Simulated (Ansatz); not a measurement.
# PbO2 (Fm-3m) in Ansatz: density of states with PBE+D4

Aim: the density of states of PbO2 with PBE+D4.

Everything below comes from runs of Ansatz 0.2.0. Logs are shortened: lines on timing, memory, paths and dates and some standing lists are left out, and cuts for length are marked.

## Step 1: Starting point

Symmetry: Fm-3m, No. 225, cubic system. The conventional cell has a = 5.404 Å, b = 5.404 Å, c = 5.404 Å, α = 90.00°, β = 90.00°, γ = 90.00°. Around Pb (site symmetry m-3m) lie 8 O at 2.34 Å. O (site symmetry -43m) has 4 Pb at 2.34 Å as nearest neighbours.

The cell comes from a database or a generator and needn't be the stable form of this composition.

## Step 2: Density of states, PBE+D4, collinear spin, ferromagnetic start

input.yaml

```yaml
crystal:
  lattice: { a: 5.403984, b: 5.403984, c: 5.403984, alpha: 90.0, beta: 90.0, gamma: 90.0 }
  space_group: 225
  setting: { hermann_mauguin: Fm-3m }
  reduce_to_primitive: true
  atoms:
    - { symbol: Pb, position: [0.0, 0.0, 0.0], spin: 0.5 }
    - { symbol: O, position: [0.25, 0.25, 0.75] }
kpoints:
  mp_grid: { grid: [9, 9, 9] }
scf:
  occupations: { method: fermi_dirac, width: 0.025 }
  lower_state_search: "off"
hamiltonian:
  xc: pbe
  dispersion: d4
  pseudopotentials:
    kind: all_electron
    lapw: { basis_error: 0.001 }
    dirac_shells: { Pb: ["4p", "4d"] }
magnetization:
  spin_polarized: true
output:
  forces: true
  stress: true
  eigenvalues: true
  dos: { projected: false, de: 0.2, e_range: [-10, 6] }
```

Potentials or basis: all-electron LAPW, inner shells corrected to Dirac's equation.

Run with:

```
$ ansatz run input.yaml --threads 2 --pin off --max-ram 6144MiB --backend cpu --events-out ev --progress --plain --runs-dir out
```

The log of the run:

```text
Warning: RAYON_NUM_THREADS=2 ignored (pool sized by the plan → 2); use --threads N
crystal.space_group: 225 is read as Fm-3m: the typed cell holds Pb4O8 (Pb 4a, O 8c). Least distances (Å): Pb–Pb 3.821, Pb–O 2.340, O–O 2.702
crystal.space_group generates its sites in this order, which a site index counts, at these fractional coordinates of the primitive cell where crystal.reduce_to_primitive is true, and else of the cell that is read (crystal.supercell repeats the list replica by replica, and crystal.defects acts on that): 0: Pb [0.000000, 0.000000, 0.000000]; 1: O [0.750000, 0.750000, 0.750000]; 2: O [0.250000, 0.250000, 0.250000];
LAPW: plane waves up to 9.088 Å⁻¹, error target 1.0e-3 eV per atom; small_component_spin mean_spin; O in spheres of 1.032 Å, 8 of its electrons in bands, Dirac shells []; Pb in spheres of 1.308 Å, 46 of its electrons in bands, Dirac shells [2p, 3p, 4p, 3d, 4d] (how accurate: hamiltonian.pseudopotentials.lapw.basis_error, Limitations)
Engine: ansatz 0.2.0, aarch64-unknown-linux-gnu
Pseudopotentials: kind: all_electron
Pseudopotential: Pb, LAPW, valence charge 46, lapw/all_electron/scalar/gaussian/Pb, Koelling and Harmon's equation with Dirac's for 2p 3p 4p 3d 4d, gaussian nucleus
Pseudopotential: O, LAPW, valence charge 8, lapw/all_electron/scalar/gaussian/O, Koelling and Harmon's equation, gaussian nucleus
Functional definition: PBE
  parameter kappa = 0.804
  parameter beta = 0.06672455060314922
  exchange = pbe_x(kappa = kappa, mu = beta*pi^2/3)
  correlation = pbe_c(beta = beta)
Crystal: 3 atoms, lattice volume = 39.453 Å³
Basis set: ecut = 314.6824937427329 eV, 531 PW (Γ), exchange–correlation at level 2
Bands: 38, of which v1, the nominal top of the filled ones, is band 31 counted from 1 (30 counted from 0)
Symmetry: 48 space group operations
Space group: Fm-3m (ITA 225), of the structure as read, at distance tolerance 3.4e-5 Å
Magnetic group: BNS 225.116 (UNI 1618), of the structure as read, at distance tolerance 3.4e-5 Å
k-points: 35 of 729
Non-local potential: Pb, projectors of the file, none
Non-local potential: O, projectors of the file, none
Initial density: superposition of atomic densities (chi_scale 0.1, normalization cell, long waves kept (reshape's long-wave potential 0.00 eV rms))
Starting moments: Σ|m| = 0.5 μB on 1 of 3 sites
[... 30 lines left out ...]
SCF 1 converged in 16 iterations: F = -573420.789395 eV  dr2 = 5.77e-11
SCF converged after 16 iterations
Magnetization: 0.0000 μB (31.0000 up, 31.0000 down)
Absolute magnetization: 0.0000 μB (∫|ρ↑−ρ↓|)
Spin contamination: 0.0000 ħ² per cell (⟨S²⟩ above its minimum at these occupations)
Per-site moments (μB) at R_I (Å): [(-3.7353848370003107e-7, 1.3077836480625253), (1.767997577228897e-6, 1.0322100298911738), (1.767997577228897e-6, 1.0322100298911738)]
Free energy (F): -573420.789395 eV
Harris-Foulkes:  -573420.789395 eV  (|F-HF|=4.66e-10)
Internal energy: -573420.787084 eV  (E = F + TS)
E sigma→0 (E₀):  -573420.788239 eV
Entropy (-TS):   -0.002311 eV (-0.770 meV/atom)
Fermi energy:    13.266320 eV
--- Per-component energies (eV) ---
  E_band       = -7934.793565
  E_kinetic    = 666039.686800
  E_xc         = -11084.161783
  E_electrostatic = -1228375.495070  (all electrons and nuclei)
  E_disp       = -0.817030  (pairwise vdW)
  E_smearing   = -0.002311  (= −TS)
  E_closure    = 0.000000  (closes the sum)
  E_atoms      = -573404.346935  (free atoms, spherical and without spin; not in F)
  Σ components = -573420.789395   (vs F -573420.789395, Δ=0.00e0)
  Basis errors (estimates in eV, not in F): energy 4.0e-4 per atom: plane waves 3.6e-4 (2.1e-4 summed), levels above the bands 1.6e-302, relativity 4.8e-8, radial functions 3.3e-5, core shells 3.8e-8; eigenvalues (radial functions only) 1.3e-5; not estimated: angular momenta, meshes, grids; target (lapw.basis_error) 1.0e-3; muffin-tin radii O 1.032 Å, Pb 1.308 Å
--- Forces (eV/Å), atoms counted from 1 ---
  atom   1  Pb     0.00000000    -0.00000000    -0.00000000
  atom   2  O      0.00000000     0.00000000    -0.00000000
  atom   3  O      0.00000000    -0.00000000     0.00000000
  max |Σ_I F_I| component: 4.63e-18 eV/Å
--- Stress (GPa, compression-positive) ---
       -2.595326      -0.000000      -0.000000
       -0.000000      -2.595326      -0.000000
       -0.000000      -0.000000      -2.595326
  P = ⅓ Tr σ = -2.5953 GPa (-25.953 kbar)
--- Band table (eV; the first three rows and the last of 70) ---
  k-point 0 ↑: bands = ["-491.3434", "-491.3434", "-381.9357", "-381.9357", "-381.9236", "-381.9236", "-381.9236", "-124.7052", "-113.6588", "-113.6588", "-113.6588", "-113.6521", "-113.6521", "-113.6521", "-113.6437", "-66.5838", "-66.5838", "-66.5838", "-5.1869", "-2.3822", "-2.3759", "-2.3759", "-2.3759", "-2.1421", "-2.1421", "10.6041", "11.3448", "11.3448", "11.3448", "12.1103", "12.1103", "12.1103", "20.3172", "20.3172", "20.3172", "25.1080", "28.8999", "28.8999"]
  k-point 1 ↑: bands = ["-491.3434", "-491.3434", "-381.9357", "-381.9357", "-381.9236", "-381.9236", "-381.9236", "-124.7052", "-113.6588", "-113.6588", "-113.6588", "-113.6521", "-113.6521", "-113.6521", "-113.6437", "-66.5839", "-66.5838", "-66.5838", "-5.0883", "-2.9770", "-2.3613", "-2.3613", "-2.1431", "-2.1431", "-1.7692", "9.6652", "11.1287", "11.2408", "11.2408", "12.0904", "12.0904", "13.1056", "20.0653", "20.5706", "20.5706", "26.0408", "28.7910", "28.7910"]
  k-point 2 ↑: bands = ["-491.3434", "-491.3434", "-381.9357", "-381.9357", "-381.9236", "-381.9236", "-381.9236", "-124.7052", "-113.6588", "-113.6588", "-113.6588", "-113.6521", "-113.6521", "-113.6521", "-113.6437", "-66.5841", "-66.5838", "-66.5838", "-4.8395", "-3.4421", "-2.3303", "-2.3303", "-2.1387", "-2.1387", "-1.2787", "8.3656", "10.7561", "10.9953", "10.9953", "12.0319", "12.0319", "14.3687", "19.8845", "21.2445", "21.2445", "27.7795", "28.5971", "28.5971"]
  k-point 34 ↓: bands = ["-491.3434", "-491.3434", "-381.9357", "-381.9357", "-381.9236", "-381.9236", "-381.9236", "-124.7052", "-113.6588", "-113.6588", "-113.6588", "-113.6521", "-113.6521", "-113.6521", "-113.6437", "-66.5844", "-66.5843", "-66.5841", "-4.2022", "-4.1370", "-2.2145", "-2.1342", "-2.1218", "-1.4107", "-1.0697", "5.3584", "8.6401", "10.4241", "11.0684", "12.8879", "13.2561", "15.5498", "21.2833", "22.2265", "22.8027", "24.2894", "29.3505", "30.6151"]
```

It took 24 s on 2 threads of Arm Neoverse V2, shared host; peak memory 0.5 GiB.

What came out:

```
Free energy            : -573420.7894 eV
Pressure               : -2.6 GPa
Band gap on the k mesh : none (metal or under the smearing width)
Net moment             : 0.00 μB per cell
Absolute moment        : 0.00 μB per cell
```

Levels at points of the mesh, in eV from the Fermi level:
Spin up:
```csv
k point,band 27,band 28,band 29,band 30,band 31,band 32,band 33,band 34,band 35,band 36
"(0.00, 0.00, 0.00)",-1.92,-1.92,-1.92,-1.16,-1.16,-1.16,7.05,7.05,7.05,11.84
```
Spin down:
| k point | band 28 | band 29 | band 30 | band 31 | band 32 | band 33 | band 34 | band 35 |
| --- | --- | --- | --- | --- | --- | --- | --- | --- |
| (0.00, 0.00, 0.00) | -1.92 | -1.92 | -1.16 | -1.16 | -1.16 | 7.05 | 7.05 | 7.05 |

States per cell in windows of 0.5 eV (zero at the Fermi level; states under -8 eV left out):
```csv
from (eV),up,down
-8.0,0.26,0.26
-7.5,0.23,0.23
-7.0,0.20,0.20
-6.5,0.11,0.11
-6.0,0.07,0.07
-5.5,0.04,0.04
-5.0,0.06,0.06
-4.5,0.40,0.40
-4.0,0.47,0.47
-3.5,0.61,0.61
-3.0,0.50,0.50
-2.5,0.45,0.45
-2.0,0.31,0.31
-1.5,0.62,0.62
-1.0,0.89,0.89
-0.5,0.74,0.74
0.0,0.05,0.05
0.5,0.04,0.04
1.0,0.07,0.07
1.5,0.25,0.25
2.0,0.59,0.59
2.5,0.02,0.02
3.0,0.00,0.00
3.5,0.00,0.00
4.0,0.00,0.00
4.5,0.00,0.00
5.0,0.00,0.00
5.5,0.04,0.04
```

Caveat: pairwise dispersion overbinds metals, which lowers pressure and volume; the starting moments weren't kept. Spin-orbit coupling is left out, which matters for the levels of Pb.
